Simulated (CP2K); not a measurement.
Runs of CP2K 2026.2 on SnO2 (Cassiterite). Symmetry: P4_2/mnm, No. 136, tetragonal system. The conventional cell has a = 4.738 Å, b = 4.738 Å, c = 3.187 Å, α = 90.00°, β = 90.00°, γ = 90.00°. Sn (site symmetry mmm) is surrounded by 6 O at 2.05 to 2.06 Å. O (site symmetry m2m) is surrounded by 3 Sn at 2.05 to 2.06 Å. 

```tsv
task	level	potentials or basis	cell	k mesh	smearing	EPS_DEFAULT	EPS_SCF	NGRIDS	CUTOFF of the grids	k points reduced by the point group	mesh quality	gap on the mesh (eV)	pressure (GPa)	largest force (eV/Å)
single point	PBE	GTH_POTENTIALS Sn GTH-PBE-q4, O GTH-PBE-q6; DZVP-MOLOPT-SR-GTH basis	as given	5 × 5 × 6	fermi-dirac 0.05 eV	1.0E-9	1.0E-6	4	600 Ry	-	not flagged	1.08	14.3	0.29
single point	PBE	GTH_POTENTIALS Sn GTH-PBE-q4, O GTH-PBE-q6; DZVP-MOLOPT-SR-GTH basis	as given	5 × 5 × 6	fermi-dirac 0.05 eV	1.0E-9	1.0E-6	4	600 Ry	yes	not flagged	1.08	14.3	0.29
single point	revTPSS	GTH_POTENTIALS Sn GTH-PBE-q4, O GTH-BLYP-q6; TZV2P-MOLOPT-PBE-GTH basis	cell strained at random at fixed volume; conventional cell	6 × 5 × 5	fermi-dirac 0.1 eV	1.0E-9	1.0E-6	4	850 Ry	yes	not flagged	1.37	9.7	0.26
single point	optB88-vdW	GTH_POTENTIALS Sn GTH-PBE-q4, O GTH-PBE-q6; DZVP-MOLOPT-SR-GTH basis	volume scaled by 1.08	4 × 4 × 6	fermi-dirac 0.1 eV	1.0E-10	1.0E-6	5	600 Ry	yes	not flagged	0.38	-2.0	(a)
```

Alike in all rows: no spin polarisation.

Problem. Estimate the missing entries.

Solution. (a) 0.05.

Caveats: spin-orbit coupling is left out, which moves the levels of the heavy elements; the basis of atomic orbitals isn't converged, which shifts pressures, moduli and gaps; the potentials were made for another functional, which shifts forces and pressure (some runs).

A k mesh can miss the band edges, and the runs leave out spin-orbit coupling on Sn.
